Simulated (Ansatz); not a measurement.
TaN:

```
Ta N
1.0
     2.92177    0.00000    0.00000
    -1.46088    2.53033    0.00000
     0.00000    0.00000    5.91652
Ta N
2 2
Cartesian
  0.0000 0.0000 2.9583
  0.0000 0.0000 0.0000
  0.0000 1.6869 1.4791
  1.4609 0.8434 4.4374
```

The cell comes from a database or a generator and needn't be the stable form of this composition.

Base run:

| Item | Value |
| --- | --- |
| Program | Ansatz 0.2.0 |
| Functional | LDA |
| Potentials or basis | Ansatz PAW |
| Cutoff | 420 eV (not typed: the program's choice for these potentials) |
| k mesh | 7 × 7 × 4 |
| Occupations | fermi-dirac, width 0.05 eV |
| Spin | spin-orbit coupling, no magnetisation |

Its results: band gap on the k mesh none (metal or under the smearing width); pressure -17.1 GPa.

**Question.** The run is repeated on the same cell with these changes: functional from LDA to PBEsol. What comes out?

**Answer.** Band gap on the k mesh none (metal or under the smearing width); pressure -10.6 GPa.

PBEsol binds less tightly than LDA, so the same cell stands under more pressure.

Caveats: the PAW data sets come from PBE, with cores solved anew for the run's functional, which leaves a small shift of forces and pressure; so large a pressure means that the cell lies far from this level's equilibrium, or that cutoff or potentials fall short (some runs).
